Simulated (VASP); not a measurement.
## GaN in VASP 6.6.1, single-point calculation

INCAR

```
ENCUT = 520
LWAVE = .FALSE.
SIGMA = 0.02
NSW = 0
EDIFF = 1E-7
LCHARG = .FALSE.
PREC = Accurate
ISIF = 2
NELMIN = 4
LASPH = .TRUE.
NBANDS = 16
IBRION = -1
ISMEAR = -1
LREAL = .FALSE.
GGA = PE
NELM = 120
```

KPOINTS

```
KPOINTS created by Atomic Simulation Environment
0
Gamma
10 10 10
0 0 0
```

POSCAR

```
Ga N
 1.0000000000000000
     0.0000000000000000    2.1928558436999999    2.0342577100999999
     2.1928558436999999    0.0000000000000000    2.0342577100999999
     2.1928558436999999    2.1928558436999999    0.0000000000000000
 Ga  N
   1   1
Cartesian
  0.0000000000000000  0.0000000000000000  0.0000000000000000
  2.1928558436999999  2.1928558436999999  2.0342577101000003
```

The recommended PBE PAW datasets give the neutral cell 18 valence electrons.

Command

```
mpirun -np 1 vasp_std
```

Question: How does this run end, and what does it give?

Answer: It converged. Results: gap between bands v and c on the k mesh 0.03 eV; least direct gap on the k mesh 2.14 eV; pressure 1.3 GPa. Band v is the last that the valence electrons fill when counted band by band, and c is the next.

OSZICAR

```
N       E                     dE             d eps       ncg     rms          rms(c)
DAV:   1     0.729991086498E+02    0.72999E+02   -0.92150E+03  3784   0.211E+03
DAV:   2    -0.852977587544E+01   -0.81529E+02   -0.76230E+02  3744   0.316E+02
DAV:   3    -0.129507768225E+02   -0.44210E+01   -0.44044E+01  3752   0.632E+01
DAV:   4    -0.129891210747E+02   -0.38344E-01   -0.38341E-01  4136   0.622E+00
DAV:   5    -0.129895852292E+02   -0.46415E-03   -0.46415E-03  3952   0.624E-01    0.732E+00
DAV:   6    -0.111930922609E+02    0.17965E+01   -0.45056E+00  4704   0.392E+01    0.241E+00
DAV:   7    -0.111847388918E+02    0.83534E-02   -0.22921E-01  3848   0.541E+00    0.157E+00
DAV:   8    -0.111713844057E+02    0.13354E-01   -0.38191E-02  3688   0.228E+00    0.586E-01
DAV:   9    -0.111692439133E+02    0.21405E-02   -0.73461E-03  4040   0.184E+00    0.131E-01
DAV:  10    -0.111692894381E+02   -0.45525E-04   -0.73211E-04  3952   0.341E-01    0.427E-02
DAV:  11    -0.111692730670E+02    0.16371E-04   -0.73152E-05  4512   0.116E-01    0.957E-03
DAV:  12    -0.111692748517E+02   -0.17847E-05   -0.55062E-06  4176   0.414E-02    0.451E-03
DAV:  13    -0.111692747868E+02    0.64885E-07   -0.50455E-07  3896   0.638E-03
   1 F= -.11169275E+02 E0= -.11169192E+02  d E =-.165544E-03
```

For comparison, a separate PBE run of the intended cell, on usual settings and not on those above, gives a gap of 0.03 eV on its mesh and a pressure of 1.3 GPa.
